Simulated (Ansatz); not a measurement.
Write the native input for Ansatz 0.2.0 that does the following.

```
Task                                : band structure
Functional                          : LDA
Potentials or basis                 : Ansatz PAW
Cutoff                              : 420 eV (not typed: the program's choice for these potentials)
k mesh                              : 9 × 5 × 5
Occupations                         : fermi-dirac, width 0.05 eV
Spin                                : no spin polarisation
Hubbard terms                       : Cu d U = 6 eV
Path                                : [["X", "G", "Y"], ["L", "G", "Z"], ["N", "G", "M"], ["R", "G"]]
Points for each segment of the path : 10
Hubbard projectors                  : ortho-atomic (the default)
Double counting                     : fll (the default)
```

The system is CuO.

```
Cu O
1.0
     2.34185   -1.71130    0.00000
    -1.49182   -1.71130   -5.05787
     2.34185    5.13390    0.00000
Cu O
4 4
Direct
  0.32133 0.95658 0.29054
  0.67867 0.04342 0.70946
  0.32256 0.52186 0.68365
  0.67744 0.47814 0.31635
  0.41767 0.70732 0.00990
  0.41393 0.79268 0.65850
  0.22494 0.34817 0.07342
  0.94346 0.15183 0.25818
```

The cell isn't the ideal one: a zone-boundary wave of random shape, sigma 0.4 Å.

These files were run (other wordings do the same):

input.yaml

```yaml
crystal:
  lattice:
    - [2.34185, -1.7113, 0.0]
    - [-1.49182, -1.7113, -5.05787]
    - [2.34185, 5.1339, 0.0]
  atoms:
    - { symbol: Cu, position: [0.32132716, 0.95657656, 0.29054178] }
    - { symbol: Cu, position: [0.67867284, 0.04342344, 0.70945822] }
    - { symbol: Cu, position: [0.3225567, 0.52186451, 0.68364633] }
    - { symbol: Cu, position: [0.6774433, 0.47813549, 0.31635367] }
    - { symbol: O, position: [0.41767164, 0.70732048, 0.00989985] }
    - { symbol: O, position: [0.41392836, 0.79267952, 0.65850015] }
    - { symbol: O, position: [0.22493959, 0.34816805, 0.07342398] }
    - { symbol: O, position: [0.94346041, 0.15183195, 0.25817602] }
hamiltonian:
  xc: lda
  pseudopotentials: { kind: paw }
  hubbard: { sites: [{ species: Cu, l: d, u_eff: 6.0 }] }
kpoints:
  mp_grid: { grid: [9, 5, 5] }
  band_path:
    path:
      - [[0.5, 0.0, 0.0], [0.0, 0.0, 0.0], [0.0, -0.5, 0.0]]
      - [[0.5, -0.5, 0.0], [0.0, 0.0, 0.0], [0.0, 0.5, -0.5]]
      - [[0.5, 0.5, -0.5], [0.0, 0.0, 0.0], [0.0, 0.0, -0.5]]
      - [[0.5, 0.0, -0.5], [0.0, 0.0, 0.0]]
    npoints: 10
scf:
  occupations: { method: fermi_dirac, width: 0.05 }
  n_extra_bands: 20
output:
  forces: true
  stress: true
  eigenvalues: true
  fatbands: false
  write_density: true
  write_potential: true
  elf: true
  volumetric_format: npy
```

Potentials or basis: Ansatz PAW.

Launch:

```bash
$ ansatz run input.yaml --threads 4 --pin off --max-ram 11264MiB --backend cpu --events-out ev --progress --plain --runs-dir out
```

Results of the run:

The pressure is 43.2 GPa, the largest force is 15.939 eV/Å and the band gap on the k mesh is none (metal or under the smearing width).

Caveat: a pressure of tens of GPa on the cell as given is suspect, and the run, the potentials or the cell itself is likely at fault; the pressure holds a Pulay correction of +0.9 GPa for the finite cutoff; the run has no spin polarisation, though such a crystal can be magnetic; U without spin polarisation on a metal has little footing; the PAW data sets come from PBE, with cores solved anew for the run's functional, which leaves a small shift of forces and pressure; forces of over 1 eV/Å show positions far from the minimum, so gaps and moduli don't describe the material at rest.

It took 51 s on 4 threads of Arm Neoverse V2, on a shared host, peak memory 1 GiB.
